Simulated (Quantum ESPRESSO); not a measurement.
Crystal: TaN.

```
Ta N
1.0
     0.00000    2.21132    2.21132
     2.21132    0.00000    2.21132
     2.21132    2.21132    0.00000
Ta N
1 1
Direct
  0.50000 0.50000 0.50000
  0.00000 0.00000 0.00000
```

The cell comes from a database or a generator and needn't be the stable form of this composition.

Base run:

```yaml
Program: Quantum ESPRESSO 7.5
Functional: PBEsol
Potentials_or_basis: GBRV 1.5 PBEsol
Cutoff: 762 eV
Density_cutoff: 6095 eV
k_mesh: 10 × 10 × 10
Occupations: fermi-dirac, width 0.05 eV
Spin: no spin polarisation
Hubbard_terms: Ta d U = 3 eV
```

Its results: band gap on the k mesh none (metal or under the smearing width); pressure -8.1 GPa.

Task: After a change of settings the same cell gave: band gap on the k mesh none (metal or under the smearing width); pressure -9.1 GPa. Which change was it?
A. potentials or basis from GBRV 1.5 PBEsol to PseudoDojo 0.4.1 SR PBE standard; cutoff from 762 eV to 1143 eV; density cutoff from 6095 eV to 4572 eV; hubbard terms from Ta d U = 3 eV to none; hubbard projectors from ortho-atomic to none
B. hubbard terms from Ta d U = 3 eV to none
C. hubbard terms from Ta d U = 3 eV to Ta d U = 4 eV
D. hubbard terms from Ta d U = 3 eV to Ta d U = 2 eV

Result: D.

Caveats: U without spin polarisation on a metal has little footing.

Runs at the PBE level aren't shown here.
